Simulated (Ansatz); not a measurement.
Molecular dynamics on a 2×2×2 supercell (16 atoms) of InP (CsCl type), relaxed with r2SCAN. Forces come from r2SCAN in Ansatz 0.2.0: a Nosé-Hoover thermostat at fixed volume, 1000 K, steps of 1.5 fs. Computed, non-magnetic; the trajectory is short and the cell small, so nothing here is a converged average. The structure comes from a prototype and may be hypothetical.

```yaml
crystal:
  lattice:
    - [6.8268301118, 0.0, 0.0]
    - [0.0, 6.8268301118, 0.0]
    - [0.0, 0.0, 6.8268301118]
  atoms:
    - { symbol: In, position: [0.0, 0.0, 0.0] }
    - { symbol: P, position: [0.25, 0.25, 0.25] }
    - { symbol: In, position: [0.0, 0.0, 0.5] }
    - { symbol: P, position: [0.25, 0.25, 0.75] }
    - { symbol: In, position: [0.0, 0.5, 0.0] }
    - { symbol: P, position: [0.25, 0.75, 0.25] }
    - { symbol: In, position: [0.0, 0.5, 0.5] }
    - { symbol: P, position: [0.25, 0.75, 0.75] }
    - { symbol: In, position: [0.5, 0.0, 0.0] }
    - { symbol: P, position: [0.75, 0.25, 0.25] }
    - { symbol: In, position: [0.5, 0.0, 0.5] }
    - { symbol: P, position: [0.75, 0.25, 0.75] }
    - { symbol: In, position: [0.5, 0.5, 0.0] }
    - { symbol: P, position: [0.75, 0.75, 0.25] }
    - { symbol: In, position: [0.5, 0.5, 0.5] }
    - { symbol: P, position: [0.75, 0.75, 0.75] }
kpoints:
  mp_grid: { grid: [2, 2, 2] }
hamiltonian:
  xc: r2scan
scf:
  occupations: { method: fermi_dirac, width: 0.086 }
md:
  ensemble: nvt_nose_hoover
  temperature: 1000
  timestep: 1.5
  n_steps: 40
  initial_velocities: maxwell_boltzmann
  seed: 5158
```

Run as `ansatz run input.yaml --threads 4 --pin off --max-ram 3686MiB --backend cpu --events-out ev --progress --plain --runs-dir out`. It ended after 7.6 min on 4 threads of Arm Neoverse N1, with other jobs on the host, load about 0.9 per core; peak host memory 1.8 GiB.

| step | t (fs) | T (K) | free energy F from step 0 (meV/atom) | kinetic energy (meV/atom) | largest force (eV/Å) |
| --- | --- | --- | --- | --- | --- |
| 0 | 0 | 1000 | 0.0 | 121.2 | 0.00 |
| 1 | 1.5 | 1002 | -0.2 | 121.4 | 0.13 |
| 2 | 3 | 1006 | -0.7 | 121.9 | 0.26 |
| 3 | 4.5 | 1014 | -1.7 | 122.8 | 0.39 |
| 4 | 6 | 1024 | -2.9 | 124.1 | 0.51 |
| 5 | 7.5 | 1038 | -4.6 | 125.7 | 0.62 |
| 6 | 9 | 1054 | -6.6 | 127.7 | 0.72 |
| 7 | 10.5 | 1074 | -8.9 | 130.1 | 0.81 |
| 8 | 12 | 1096 | -11.7 | 132.8 | 0.90 |
| 9 | 13.5 | 1122 | -14.8 | 135.9 | 0.97 |
| 10 | 15 | 1150 | -18.3 | 139.3 | 1.04 |
| 11 | 16.5 | 1181 | -22.1 | 143.1 | 1.09 |
| 12 | 18 | 1215 | -26.2 | 147.2 | 1.12 |
| 13 | 19.5 | 1250 | -30.6 | 151.5 | 1.14 |
| 14 | 21 | 1288 | -35.2 | 156.0 | 1.14 |
| 15 | 22.5 | 1326 | -40.0 | 160.7 | 1.12 |
| 16 | 24 | 1365 | -44.9 | 165.4 | 1.07 |
| 17 | 25.5 | 1404 | -49.7 | 170.1 | 1.12 |
| 18 | 27 | 1441 | -54.4 | 174.6 | 1.19 |
| 19 | 28.5 | 1476 | -58.9 | 178.8 | 1.25 |
| 20 | 30 | 1508 | -63.1 | 182.7 | 1.31 |
| 21 | 31.5 | 1535 | -66.7 | 186.0 | 1.37 |
| 22 | 33 | 1557 | -69.8 | 188.7 | 1.42 |
| 23 | 34.5 | 1572 | -72.1 | 190.5 | 1.46 |
| 24 | 36 | 1580 | -73.6 | 191.5 | 1.49 |
| 25 | 37.5 | 1579 | -74.1 | 191.4 | 1.51 |
| 26 | 39 | 1570 | -73.5 | 190.2 | 1.63 |
| 27 | 40.5 | 1551 | -71.9 | 187.9 | 1.86 |
| 28 | 42 | 1523 | -69.2 | 184.6 | 2.10 |
| 29 | 43.5 | 1487 | -65.6 | 180.2 | 2.34 |
| 30 | 45 | 1445 | -61.2 | 175.1 | 2.56 |
| 31 | 46.5 | 1398 | -56.2 | 169.4 | 2.77 |
| 32 | 48 | 1348 | -51.0 | 163.4 | 2.95 |
| 33 | 49.5 | 1299 | -45.7 | 157.4 | 3.22 |
| 34 | 51 | 1252 | -40.8 | 151.7 | 3.47 |
| 35 | 52.5 | 1210 | -36.5 | 146.6 | 3.66 |
| 36 | 54 | 1175 | -33.1 | 142.4 | 3.79 |
| 37 | 55.5 | 1150 | -30.7 | 139.3 | 3.84 |
| 38 | 57 | 1133 | -29.5 | 137.4 | 3.83 |
| 39 | 58.5 | 1127 | -29.5 | 136.6 | 3.76 |

The temperature goes from 1000 K to 1127 K in 58.5 fs. The free energy ends below that of the starting lattice, which is therefore no minimum: the cell is distorting and heats up. By the last step the atoms have moved 0.46 Å in the root mean square, the drift of the whole cell taken out, 0.77 Å at most. The job's limit cut the run after 39 of 40 steps.

Positions (Å) and forces (eV/Å) at step 39:
```
In   0.026   0.040  -0.344     0.815   1.963   1.629
P    1.796   1.612   1.940     0.395   1.060   0.339
In   0.037   0.064   3.190    -0.486  -0.240  -0.147
P    1.318   1.761   5.247     0.008   0.346   0.495
In  -0.128   3.356   0.097     0.521   0.340  -0.537
P    1.489   5.421   1.050    -0.100  -1.097   1.398
In   0.065   3.470   3.383     0.167   0.023   0.375
P    2.200   4.744   4.950    -1.959   2.723   1.686
In   3.392  -0.043   0.084    -0.427  -0.554  -1.459
P    5.043   1.395   1.090     1.302  -0.052   1.008
In   3.391   0.026   3.335     0.256  -0.264   0.685
P    4.772   1.913   4.840     1.463  -2.201   0.686
In   3.505   3.457   0.384    -0.901  -0.075  -0.587
P    4.739   4.740   2.247     1.436   1.737  -1.459
In   3.451   3.377   3.699    -0.529  -1.416  -2.366
P    5.634   5.376   5.298    -1.962  -2.294  -1.747
```
